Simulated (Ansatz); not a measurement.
## Clamped-ion strain scan in GaN

Computed with DFT PBE, scalar-relativistic, plane waves, PAW (Ansatz 0.2.0). The runs took a 420 eV cutoff, a Γ-centred 12×12×6 mesh and Gaussian smearing (0.05 eV). No spin polarisation. Energies are free energies at this smearing, counted from the undisturbed cell; pressure is positive in compression.

Reference structure (as given, not relaxed at this level; it stands at 7.3 GPa):

```
Ga N
1.0
     3.18000    0.00000    0.00000
    -1.59000    2.75396    0.00000
     0.00000    0.00000    5.16600
Ga N
2 2
Direct
  0.33333 0.66667 0.00000
  0.66667 0.33333 0.50000
  0.33333 0.66667 0.37500
  0.66667 0.33333 0.87500
```

The cell is strained by ε times the Voigt pattern (0, 1, 0, 0, 0, 0) (xx, yy, zz, yz, xz, xy; engineering shear) with fractional coordinates fixed.

| ε | ΔE (meV/atom) |
| --- | --- |
| -0.0400 | 44.9 |
| -0.0300 | 28.4 |
| -0.0200 | 15.5 |
| -0.0100 | 6.2 |
| 0.0000 | 0.0 |
| 0.0100 | -3.2 |
| 0.0200 | -3.6 |
| 0.0300 | -1.5 |
| 0.0350 | 0.5 |
| 0.0400 | 3.0 |

**Question.** Predict the gap on the mesh (eV) at each point.

**Answer.**
| ε | gap on the mesh (eV) |
| --- | --- |
| -0.0400 | 2.07 |
| -0.0300 | 2.05 |
| -0.0200 | 2.02 |
| -0.0100 | 2.00 |
| 0.0000 | 1.96 |
| 0.0100 | 1.89 |
| 0.0200 | 1.81 |
| 0.0300 | 1.73 |
| 0.0350 | 1.68 |
| 0.0400 | 1.64 |